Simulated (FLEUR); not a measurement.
Here is a FLEUR MaX-R8.1 (later development tree) calculation.

File inp.xml:

```xml
<?xml version="1.0" encoding="UTF-8" standalone="no"?>
<fleurInput fleurInputVersion="0.39">
   <comment>
      Pd                                                                                                  
   </comment>
   <calculationSetup>
      <cutoffs Kmax="4.5" Gmax="22.5" GmaxXC="22.5" numbands="0"/>
      <scfLoop itmax="60" minDistance="0.00001" maxIterBroyd="15" imix="Anderson" alpha="0.05" precondParam="0.0" spinf="2.0" sdNocoIR="T"/>
      <coreElectrons ctail="T" frcor="F" kcrel="0" coretail_lmax="0"/>
      <xcFunctional name="pbe" relativisticCorrections="F"/>
      <magnetism jspins="1"/>
      <soc l_soc="F" theta="0.0" phi="0.0" spav="F"/>
      <expertModes spex="0" secvar="F"/>
      <geometryOptimization l_f="F" forcealpha="1.0" forcemix="BFGS" epsdisp="0.00001" epsforce="0.00001"/>
      <ldaU l_linMix="F" mixParam="0.05" spinf="1.0"/>
   </calculationSetup>
   <cell>
      <bzIntegration valenceElectrons="18.0" mode="hist" fermiSmearingEnergy="0.00183747">
         <kPointListSelection listName="default-1"/>
         <!-- k-points included here -->
         <xi:include xmlns:xi="http://www.w3.org/2001/XInclude" href="kpts.xml"> </xi:include>
      </bzIntegration>
      <!-- symmetry operations included here -->
      <xi:include xmlns:xi="http://www.w3.org/2001/XInclude" href="sym.xml"> </xi:include>
      <bulkLattice scale="1.0">
         <bravaisMatrix>
            <row-1>    0.0000000000000000     3.6783519015338997     3.6783519015338997</row-1>
            <row-2>    3.6783519015338997     0.0000000000000000     3.6783519015338997</row-2>
            <row-3>    3.6783519015338997     3.6783519015338997     0.0000000000000000</row-3>
         </bravaisMatrix>
      </bulkLattice>
   </cell>
   <atomSpecies>
      <species name="Palladium (Pd)" element="Pd" atomicNumber="46">
         <mtSphere radius="2.41" gridPoints="797" logIncrement="0.016"/>
         <atomicCutoffs lmax="9" lnonsphr="7"/>
         <electronConfig flipSpins="F">
            <coreConfig>(1s1/2) (2s1/2) (2p1/2) (2p3/2) (3s1/2) (3p1/2) (3p3/2) (3d3/2) (3d5/2)</coreConfig>
            <valenceConfig>(4s1/2) (4p1/2) (4p3/2) (5s1/2) (4d3/2) (4d5/2)</valenceConfig>
            <stateOccupation state="(5s1/2)" spinUp="0.500000" spinDown="0.500000"/>
            <stateOccupation state="(4d3/2)" spinUp="1.800000" spinDown="1.800000"/>
            <stateOccupation state="(4d5/2)" spinUp="2.700000" spinDown="2.700000"/>
         </electronConfig>
         <energyParameters s="5" p="5" d="4" f="4"/>
         <lo type="SCLO" l="0" n="4" eDeriv="0"/>
         <lo type="SCLO" l="1" n="4" eDeriv="0"/>
         <lo type="SCLO" l="1" n="4" eDeriv="1"/>
         <lo type="SCLO" l="2" n="4" eDeriv="2"/>
         <lo type="SCLO" l="3" n="4" eDeriv="2"/>
      </species>
   </atomSpecies>
   <atomGroups>
      <atomGroup species="Palladium (Pd)">
         <relPos label="                   1">.0000000000 .0000000000 .0000000000</relPos>
         <force calculate="T" relaxXYZ="TTT"/>
      </atomGroup>
   </atomGroups>
   <output dos="F" band="F" slice="F">
      <checks vchk="F" cdinf="F"/>
      <bandDOS minEnergy="-.5*Htr" maxEnergy="0.5*Htr" sigma="0.015" storeEVData="T"/>
      <vacuumDOS vacdos="F" integ="F" star="F" nstars="0" locx1="0.0" locy1="0.0" locx2="0.0" locy2="0.0" nstm="0" tworkf="0.0"/>
      <unfoldingBand unfoldBand="F" supercellX="1" supercellY="1" supercellZ="1"/>
      <plotting iplot="0" polar="F">
         <plot TwoD="T" vec1="  1.0  0.0  0.0" vec2="  0.0  1.0  0.0" vec3="  0.0  0.0  1.0" zero="  0.0  0.0  0.0" file="plot"/>
      </plotting>
      <chargeDensitySlicing numkpt="0" minEigenval="0.0" maxEigenval="0.0" nnne="0" pallst="F"/>
      <specialOutput eonly="F"/>
      <moessbauerParams electricFieldGradient="T" isomerShift="T" coreHyperfine="T" valenceHyperfine="T"/>
      <magneticCircularDichroism mcd="F" energyLo="-10.0" energyUp="0.0"/>
   </output>
  <!-- We include the file relax.xml here to enable relaxations (see documentation) -->
  <xi:include xmlns:xi="http://www.w3.org/2001/XInclude" href="relax.xml"> <xi:fallback/> </xi:include>
</fleurInput>
```

File crystal.txt:

```
Pd
&input cartesian=F /
0.0000000000  1.9465000000  1.9465000000
1.9465000000  0.0000000000  1.9465000000
1.9465000000  1.9465000000  0.0000000000
1.8897261246
1.0 1.0 1.0

1
46 0.0000000000  0.0000000000  0.0000000000

&kpt div1=12 div2=12 div3=12 gamma=T /
```

The input inp.xml (bands):

```
<?xml version="1.0" encoding="UTF-8" standalone="no"?>
<fleurInput fleurInputVersion="0.39">
   <comment>
      Pd                                                                                                  
   </comment>
   <calculationSetup>
      <cutoffs Kmax="4.5" Gmax="22.5" GmaxXC="22.5" numbands="0"/>
      <scfLoop itmax="60" minDistance="0.00001" maxIterBroyd="15" imix="Anderson" alpha="0.05" precondParam="0.0" spinf="2.0" sdNocoIR="T"/>
      <coreElectrons ctail="T" frcor="F" kcrel="0" coretail_lmax="0"/>
      <xcFunctional name="pbe" relativisticCorrections="F"/>
      <magnetism jspins="1"/>
      <soc l_soc="F" theta="0.0" phi="0.0" spav="F"/>
      <expertModes spex="0" secvar="F"/>
      <geometryOptimization l_f="F" forcealpha="1.0" forcemix="BFGS" epsdisp="0.00001" epsforce="0.00001"/>
      <ldaU l_linMix="F" mixParam="0.05" spinf="1.0"/>
   </calculationSetup>
   <cell>
      <bzIntegration valenceElectrons="18.0" mode="hist" fermiSmearingEnergy="0.00183747">
         <kPointListSelection listName="path-1"/>
         <!-- k-points included here -->
         <xi:include xmlns:xi="http://www.w3.org/2001/XInclude" href="kpts.xml"> </xi:include>
      </bzIntegration>
      <!-- symmetry operations included here -->
      <xi:include xmlns:xi="http://www.w3.org/2001/XInclude" href="sym.xml"> </xi:include>
      <bulkLattice scale="1.0">
         <bravaisMatrix>
            <row-1>    0.0000000000000000     3.6783519015338997     3.6783519015338997</row-1>
            <row-2>    3.6783519015338997     0.0000000000000000     3.6783519015338997</row-2>
            <row-3>    3.6783519015338997     3.6783519015338997     0.0000000000000000</row-3>
         </bravaisMatrix>
      </bulkLattice>
   </cell>
   <atomSpecies>
      <species name="Palladium (Pd)" element="Pd" atomicNumber="46">
         <mtSphere radius="2.41" gridPoints="797" logIncrement="0.016"/>
         <atomicCutoffs lmax="9" lnonsphr="7"/>
         <electronConfig flipSpins="F">
            <coreConfig>(1s1/2) (2s1/2) (2p1/2) (2p3/2) (3s1/2) (3p1/2) (3p3/2) (3d3/2) (3d5/2)</coreConfig>
            <valenceConfig>(4s1/2) (4p1/2) (4p3/2) (5s1/2) (4d3/2) (4d5/2)</valenceConfig>
            <stateOccupation state="(5s1/2)" spinUp="0.500000" spinDown="0.500000"/>
            <stateOccupation state="(4d3/2)" spinUp="1.800000" spinDown="1.800000"/>
            <stateOccupation state="(4d5/2)" spinUp="2.700000" spinDown="2.700000"/>
         </electronConfig>
         <energyParameters s="5" p="5" d="4" f="4"/>
         <lo type="SCLO" l="0" n="4" eDeriv="0"/>
         <lo type="SCLO" l="1" n="4" eDeriv="0"/>
         <lo type="SCLO" l="1" n="4" eDeriv="1"/>
         <lo type="SCLO" l="2" n="4" eDeriv="2"/>
         <lo type="SCLO" l="3" n="4" eDeriv="2"/>
      </species>
   </atomSpecies>
   <atomGroups>
      <atomGroup species="Palladium (Pd)">
         <relPos label="                   1">.0000000000 .0000000000 .0000000000</relPos>
         <force calculate="T" relaxXYZ="TTT"/>
      </atomGroup>
   </atomGroups>
   <output dos="F" band="T" slice="F">
      <checks vchk="F" cdinf="F"/>
      <bandDOS minEnergy="-.5*Htr" maxEnergy="0.5*Htr" sigma="0.015" storeEVData="T"/>
      <vacuumDOS vacdos="F" integ="F" star="F" nstars="0" locx1="0.0" locy1="0.0" locx2="0.0" locy2="0.0" nstm="0" tworkf="0.0"/>
      <unfoldingBand unfoldBand="F" supercellX="1" supercellY="1" supercellZ="1"/>
      <plotting iplot="0" polar="F">
         <plot TwoD="T" vec1="  1.0  0.0  0.0" vec2="  0.0  1.0  0.0" vec3="  0.0  0.0  1.0" zero="  0.0  0.0  0.0" file="plot"/>
      </plotting>
      <chargeDensitySlicing numkpt="0" minEigenval="0.0" maxEigenval="0.0" nnne="0" pallst="F"/>
      <specialOutput eonly="F"/>
      <moessbauerParams electricFieldGradient="T" isomerShift="T" coreHyperfine="T" valenceHyperfine="T"/>
      <magneticCircularDichroism mcd="F" energyLo="-10.0" energyUp="0.0"/>
   </output>
  <!-- We include the file relax.xml here to enable relaxations (see documentation) -->
  <xi:include xmlns:xi="http://www.w3.org/2001/XInclude" href="relax.xml"> <xi:fallback/> </xi:include>
</fleurInput>
```

Potentials or basis: all-electron, FLAPW.

Command:

```console
$ inpgen -f crystal.txt -profile moderate
$ # inp.xml edited to the form shown
$ fleur_MPI
$ fleur_MPI   # second run, on inp.xml (bands)
```

Problem. Estimate the band gap along the path.

Solution. None (metal or under the smearing width).

Levels at the corners of the path, in eV from the Fermi level:
```tsv
point	band 7	band 8	band 9	band 10	band 11	band 12
Γ	-2.82	-2.82	-1.21	-1.21	17.04	21.76
X	-0.03	0.31	0.31	3.37	10.79	13.20
W	-3.37	-1.31	0.31	8.93	8.93	10.42
K	-1.96	-0.94	-0.14	7.14	8.12	10.85
Γ	-2.82	-2.82	-1.21	-1.21	17.04	21.76
L	-2.87	-0.01	-0.01	1.03	7.34	16.44
U	-1.96	-0.94	-0.14	7.14	8.12	10.85
W	-3.37	-1.31	0.31	8.93	8.93	10.42
L	-2.87	-0.01	-0.01	1.03	7.34	16.44
K	-1.96	-0.94	-0.14	7.14	8.12	10.85
U	-1.96	-0.94	-0.14	7.14	8.12	10.85
X	-0.03	0.31	0.31	3.37	10.79	13.20
```
